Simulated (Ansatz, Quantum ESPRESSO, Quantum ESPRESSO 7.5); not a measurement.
# Al chain with one H atom in line: ballistic transmission

How well does the junction conduct in the ballistic limit? It is: Al chain with one H atom in line.

Calculated with Quantum ESPRESSO 7.5; plane-wave DFT, PBE, GBRV ultrasoft pseudopotentials (cross-check by Ansatz 0.2.0 with PAW datasets).

## Step 1: Starting point

The cell holds 13 atoms: 12 Al and 1 H. Its edges and angles: a = 7.500 Å, b = 7.500 Å, c = 29.214 Å, α = 90.0°, β = 90.0°, γ = 90.0°. Regions: left lead, 6 atoms (6 Al); channel, 1 atom (1 H); right lead, 6 atoms (6 Al). Vacuum lies along a and b. The structure is stacked along c, and the current runs across the ab planes.

## Step 2: Self-consistent run

One periodic cell holds a stretch of lead, the junction and more lead; the atoms stay as built.

The input, scf.in:

```
&control
  prefix = 'scf'
  outdir = './out'
  pseudo_dir = './pseudo'
  calculation = 'scf'
  tprnfor = .true.
/
&system
  ibrav = 0
  nat = 13
  ntyp = 2
  ecutwfc = 34
  ecutrho = 170
  occupations = 'smearing'
  smearing = 'mv'
  degauss = 0.01
/
&electrons
  conv_thr = 1e-07
  mixing_beta = 0.25
  electron_maxstep = 120
  mixing_mode = 'local-TF'
/
ATOMIC_SPECIES
  Al  26.9815  al_pbe_v1.uspp.F.UPF
  H   1.0080  h_pbe_v1.4.uspp.F.UPF
CELL_PARAMETERS angstrom
  7.50000000000000 0.00000000000000 0.00000000000000
  0.00000000000000 7.50000000000000 0.00000000000000
  0.00000000000000 0.00000000000000 29.21380000000000
ATOMIC_POSITIONS crystal
  Al  0.500000000000 0.500000000000 0.000000000000
  Al  0.500000000000 0.500000000000 0.082152955110
  Al  0.500000000000 0.500000000000 0.164305910221
  Al  0.500000000000 0.500000000000 0.246458865331
  Al  0.500000000000 0.500000000000 0.328611820441
  Al  0.500000000000 0.500000000000 0.410764775551
  H   0.500000000000 0.500000000000 0.458923522445
  Al  0.500000000000 0.500000000000 0.507082269338
  Al  0.500000000000 0.500000000000 0.589235224449
  Al  0.500000000000 0.500000000000 0.671388179559
  Al  0.500000000000 0.500000000000 0.753541134669
  Al  0.500000000000 0.500000000000 0.835694089779
  Al  0.500000000000 0.500000000000 0.917847044890
K_POINTS automatic
  1 1 3 0 0 0
```

Started as:

```
$ OMP_NUM_THREADS=1 mpirun -n 2 pw.x -nk 1 -in scf.in > scf.out
```

Log:

```text
Program PWSCF v.7.5 starts
[citation notice left out]

     Parallel version (MPI & OpenMP), running on       2 processor cores
     Number of MPI processes:                 2
     Threads/MPI process:                     1

     MPI processes distributed on     1 nodes
[...]
Current dimensions of program PWSCF are:
     Max number of different atomic species (ntypx) = 10
     Max number of k-points (npk) =  40000
     Max angular momentum in pseudopotentials (lmaxx) =  4
     Message from routine setup:
     using ibrav=0 with symmetry is DISCOURAGED, use correct ibrav instead

     R & G space division:  proc/nbgrp/npool/nimage =       2
     Subspace diagonalization in iterative solution of the eigenvalue problem:
     a serial algorithm will be used

     Parallelization info
     --------------------
     sticks:   dense  smooth     PW     G-vecs:    dense   smooth      PW
     Min        1354    1088    276               207574   148474   18950
     Max        1355    1089    277               207595   148483   18961
     Sum        2709    2177    553               415169   296957   37911

     Using Slab Decomposition

     bravais-lattice index     =            0
     lattice parameter (alat)  =      14.1729  a.u.
     unit-cell volume          =   11089.3778 (a.u.)^3
     number of atoms/cell      =           13
     number of atomic types    =            2
     number of electrons       =        37.00
     number of Kohn-Sham states=           23
     kinetic-energy cutoff     =      34.0000  Ry
     charge density cutoff     =     170.0000  Ry
     scf convergence threshold =      1.0E-07
     mixing beta               =       0.2500
     number of iterations used =            8  local-TF  mixing
     Exchange-correlation=  SLA  PW   PBX  PBC
                           (   1   4   3   4   0   0   0)

     celldm(1)=  14.172946  celldm(2)=   0.000000  celldm(3)=   0.000000
     celldm(4)=   0.000000  celldm(5)=   0.000000  celldm(6)=   0.000000

     crystal axes: (cart. coord. in units of alat)
               a(1) = (   1.000000   0.000000   0.000000 )
               a(2) = (   0.000000   1.000000   0.000000 )
               a(3) = (   0.000000   0.000000   3.895173 )

     reciprocal axes: (cart. coord. in units 2 pi/alat)
               b(1) = (  1.000000  0.000000  0.000000 )
               b(2) = (  0.000000  1.000000  0.000000 )
               b(3) = (  0.000000  0.000000  0.256728 )

     PseudoPot. # 1 for Al read from file:
     ./pseudo/al_pbe_v1.uspp.F.UPF
     Pseudo is Ultrasoft + core correction, Zval =  3.0
     Generated by new atomic code, or converted to UPF format
     Using radial grid of  893 points,  3 beta functions with:
                l(1) =   0
                l(2) =   1
                l(3) =   2
     Q(r) pseudized with  8 coefficients,  rinner =    0.900   0.900   0.900
                                                       0.900   0.900

     PseudoPot. # 2 for H  read from file:
     ./pseudo/h_pbe_v1.4.uspp.F.UPF
     Pseudo is Ultrasoft, Zval =  1.0
     Generated by new atomic code, or converted to UPF format
     Using radial grid of  615 points,  2 beta functions with:
                l(1) =   0
                l(2) =   0
     Q(r) pseudized with  8 coefficients,  rinner =    0.700

     atomic species   valence    mass     pseudopotential
     Al                3.00    26.98150     Al( 1.00)
     H                 1.00     1.00800     H ( 1.00)

      8 Sym. Ops. (no inversion) found

   Cartesian axes

     site n.     atom                  positions (alat units)
         1        Al     tau(   1) = (   0.5000000   0.5000000   0.0000000  )
         2        Al     tau(   2) = (   0.5000000   0.5000000   0.3200000  )
         3        Al     tau(   3) = (   0.5000000   0.5000000   0.6400000  )
         4        Al     tau(   4) = (   0.5000000   0.5000000   0.9600000  )
         5        Al     tau(   5) = (   0.5000000   0.5000000   1.2800000  )
         6        Al     tau(   6) = (   0.5000000   0.5000000   1.6000000  )
         7        H      tau(   7) = (   0.5000000   0.5000000   1.7875867  )
         8        Al     tau(   8) = (   0.5000000   0.5000000   1.9751733  )
         9        Al     tau(   9) = (   0.5000000   0.5000000   2.2951733  )
        10        Al     tau(  10) = (   0.5000000   0.5000000   2.6151733  )
        11        Al     tau(  11) = (   0.5000000   0.5000000   2.9351733  )
        12        Al     tau(  12) = (   0.5000000   0.5000000   3.2551733  )
        13        Al     tau(  13) = (   0.5000000   0.5000000   3.5751733  )

     number of k points=     2  Marzari-Vanderbilt smearing, width (Ry)=  0.0100
                       cart. coord. in units 2pi/alat
        k(    1) = (   0.0000000   0.0000000   0.0000000), wk =   0.6666667
        k(    2) = (   0.0000000   0.0000000   0.0855760), wk =   1.3333333

     Dense  grid:   415169 G-vectors     FFT dimensions: (  60,  60, 240)

     Smooth grid:   296957 G-vectors     FFT dimensions: (  54,  54, 216)

     Estimated max dynamical RAM per process >     472.48 MB

     Estimated total dynamical RAM >     944.96 MB

     Initial potential from superposition of free atoms

     starting charge      36.9704, renormalised to      37.0000

     negative rho (up, down):  8.899E-07 0.000E+00
     Starting wfcs are   49 randomized atomic wfcs

     total cpu time spent up to now is        1.9 secs

     per-process dynamical memory:   133.4 Mb

     Self-consistent Calculation

     iteration #  1     ecut=    34.00 Ry     beta= 0.25
     Davidson diagonalization with overlap
     ethr =  1.00E-02,  avg # of iterations =  2.0

     total cpu time spent up to now is        5.8 secs

     total energy              =     -79.86757406 Ry
     estimated scf accuracy    <       0.50106042 Ry

     iteration #  2     ecut=    34.00 Ry     beta= 0.25
[...]
total energy              =     -79.78423531 Ry
     estimated scf accuracy    <       0.36644417 Ry

     iteration #  3     ecut=    34.00 Ry     beta= 0.25
[...]
negative rho (up, down):  1.768E-04 0.000E+00

[...]
total energy              =     -79.77175771 Ry
     estimated scf accuracy    <       0.08168132 Ry

     iteration #  4     ecut=    34.00 Ry     beta= 0.25
[...]
negative rho (up, down):  2.287E-04 0.000E+00

[...]
total energy              =     -79.77098480 Ry
     estimated scf accuracy    <       0.02554477 Ry

     iteration #  5     ecut=    34.00 Ry     beta= 0.25
[...]
negative rho (up, down):  1.843E-04 0.000E+00

[...]
total energy              =     -79.77320227 Ry
     estimated scf accuracy    <       0.01562558 Ry

     iteration #  6     ecut=    34.00 Ry     beta= 0.25
[...]
negative rho (up, down):  8.854E-05 0.000E+00

[...]
total energy              =     -79.77424749 Ry
     estimated scf accuracy    <       0.01591650 Ry

     iteration #  7     ecut=    34.00 Ry     beta= 0.25
[...]
negative rho (up, down):  3.677E-04 0.000E+00

[...]
total energy              =     -79.76713521 Ry
     estimated scf accuracy    <       0.01491559 Ry

     iteration #  8     ecut=    34.00 Ry     beta= 0.25
[...]
negative rho (up, down):  3.000E-04 0.000E+00

[...]
total energy              =     -79.77035222 Ry
     estimated scf accuracy    <       0.02759120 Ry

     iteration #  9     ecut=    34.00 Ry     beta= 0.25
[...]
negative rho (up, down):  7.458E-05 0.000E+00

[...]
total energy              =     -79.76835560 Ry
     estimated scf accuracy    <       0.01467776 Ry

     iteration # 10     ecut=    34.00 Ry     beta= 0.25
[...]
negative rho (up, down):  8.217E-05 0.000E+00

[...]
total energy              =     -79.76915328 Ry
     estimated scf accuracy    <       0.00058306 Ry

     iteration # 11     ecut=    34.00 Ry     beta= 0.25
[...]
negative rho (up, down):  7.828E-05 0.000E+00

[...]
total energy              =     -79.76970667 Ry
     estimated scf accuracy    <       0.00295322 Ry

     iteration # 12     ecut=    34.00 Ry     beta= 0.25
[...]
negative rho (up, down):  1.224E-04 0.000E+00

[...]
total energy              =     -79.76918119 Ry
     estimated scf accuracy    <       0.00413048 Ry

     iteration # 13     ecut=    34.00 Ry     beta= 0.25
[...]
negative rho (up, down):  1.209E-04 0.000E+00

[...]
total energy              =     -79.76947764 Ry
     estimated scf accuracy    <       0.00005607 Ry

     iteration # 14     ecut=    34.00 Ry     beta= 0.25
[...]
negative rho (up, down):  1.224E-04 0.000E+00

[...]
total energy              =     -79.76948379 Ry
     estimated scf accuracy    <       0.00007637 Ry

[...]
iteration # 18     ecut=    34.00 Ry     beta= 0.25
[...]
negative rho (up, down):  1.331E-04 0.000E+00

[...]
total energy              =     -79.76948648 Ry
     estimated scf accuracy    <       0.00001444 Ry

     iteration # 19     ecut=    34.00 Ry     beta= 0.25
[...]
negative rho (up, down):  1.335E-04 0.000E+00

[...]
total energy              =     -79.76948789 Ry
     estimated scf accuracy    <       0.00000425 Ry

     iteration # 20     ecut=    34.00 Ry     beta= 0.25
[...]
negative rho (up, down):  1.336E-04 0.000E+00

[...]
total energy              =     -79.76948720 Ry
     estimated scf accuracy    <       0.00000713 Ry

     iteration # 21     ecut=    34.00 Ry     beta= 0.25
[...]
negative rho (up, down):  1.317E-04 0.000E+00

[...]
total energy              =     -79.76948621 Ry
     estimated scf accuracy    <       0.00000402 Ry

     iteration # 22     ecut=    34.00 Ry     beta= 0.25
[...]
negative rho (up, down):  1.376E-04 0.000E+00

[...]
total energy              =     -79.76948695 Ry
     estimated scf accuracy    <       0.00000043 Ry

     iteration # 23     ecut=    34.00 Ry     beta= 0.25
[...]
negative rho (up, down):  1.380E-04 0.000E+00

[...]
total energy              =     -79.76948713 Ry
     estimated scf accuracy    <       0.00000069 Ry

     iteration # 24     ecut=    34.00 Ry     beta= 0.25
[...]
negative rho (up, down):  1.360E-04 0.000E+00

[...]
total energy              =     -79.76948703 Ry
     estimated scf accuracy    <       0.00000041 Ry

     iteration # 25     ecut=    34.00 Ry     beta= 0.25
[...]
negative rho (up, down):  1.364E-04 0.000E+00

[...]
End of self-consistent calculation

          k = 0.0000 0.0000 0.0000 ( 37103 PWs)   bands (ev):

   -12.1835  -8.9432  -8.8588  -8.5901  -8.3656  -7.8471  -7.5432  -6.7848
    -6.4036  -5.4730  -4.9985  -4.1450  -2.9889  -2.9889  -2.8102  -2.8102
    -2.7953  -2.7953  -2.3157  -2.3157  -2.3086  -2.3086  -2.1833

          k = 0.0000 0.0000 0.0856 ( 37154 PWs)   bands (ev):

   -12.1835  -8.9525  -8.8322  -8.6408  -8.2894  -7.9587  -7.4046  -6.9534
    -6.2182  -5.6605  -4.8312  -4.2297  -2.9783  -2.9783  -2.8847  -2.8847
    -2.6767  -2.6767  -2.5130  -2.5130  -2.0749  -2.0749  -2.0577

     the Fermi energy is    -2.5379 ev

!    total energy              =     -79.76948707 Ry
     estimated scf accuracy    <       0.00000001 Ry
     smearing contrib. (-TS)   =       0.00219555 Ry
     internal energy E=F+TS    =     -79.77168262 Ry

     The total energy is F=E-TS. E is the sum of the following terms:
     one-electron contribution =     -44.28025543 Ry
     hartree contribution      =      26.32513922 Ry
     xc contribution           =     -49.75843321 Ry
     ewald contribution        =     -12.05813320 Ry

     convergence has been achieved in  25 iterations

     negative rho (up, down):  1.364E-04 0.000E+00

     Forces acting on atoms (cartesian axes, Ry/au):

     atom    1 type  1   force =     0.00000000    0.00000000    0.00040333
     atom    2 type  1   force =     0.00000000    0.00000000    0.00106455
     atom    3 type  1   force =     0.00000000    0.00000000    0.00154549
     atom    4 type  1   force =     0.00000000    0.00000000    0.00386490
     atom    5 type  1   force =     0.00000000    0.00000000    0.01110926
     atom    6 type  1   force =     0.00000000    0.00000000   -0.12864169
     atom    7 type  2   force =     0.00000000    0.00000000    0.00003919
     atom    8 type  1   force =     0.00000000    0.00000000    0.12876782
     atom    9 type  1   force =     0.00000000    0.00000000   -0.01114756
     atom   10 type  1   force =     0.00000000    0.00000000   -0.00385649
     atom   11 type  1   force =     0.00000000    0.00000000   -0.00159337
     atom   12 type  1   force =     0.00000000    0.00000000   -0.00113586
     atom   13 type  1   force =     0.00000000    0.00000000   -0.00041957

     Total force =     0.182798     Total SCF correction =     0.000036

[...]
=------------------------------------------------------------------------------=
   JOB DONE.
=------------------------------------------------------------------------------=
```

It took 81 s on 2 MPI ranks of Arm Neoverse V2, shared host; peak memory 0.94 GiB; 2.7 min of CPU time.

Read from the output:

```
free energy  : -1085.3192 eV
Fermi energy : -2.538 eV
```

The program's own clock; routines nest. Time by routine:

| routine | wall time (s) | calls |
| --- | --- | --- |
| PWSCF | 80.19 | 1 |
| electrons | 77.32 | 1 |
| c_bands | 31.86 | 25 |
| cegterg | 30.8 | 50 |
| h_psi | 25.75 | 165 |
| fftw | 23.51 | 6690 |
| mix_rho | 23.39 | 25 |
| vloc_psi | 21.07 | 165 |
| ffts | 13.78 | 2593 |
| sum_band | 12.16 | 25 |
| newd | 6.06 | 26 |
| v_of_rho | 3.78 | 26 |
| calbec | 3.36 | 223 |
| fft | 2.44 | 347 |

The run needed 25 iterations to bring the estimated error under 1e-07 Ry; the largest force on any atom, held or free, is 3.31 eV/Å.

(Continued in part 2 of 4.)

[Logs are printed without paths, hosts, clocks, repeated set-up lines and the standing remarks that a program may print on its own settings, such as how far it seeks lower states.]

[Hosts, paths, dates, database ids (printed as entryN), source tags and the programs' standing remarks are cut or masked in the printed files.]

[Maps of the electrostatic potential energy from Ansatz leave out the sawtooth potential of an applied field or a dipole correction, so their vacuum need not be flat; planar profiles and work functions include it.]
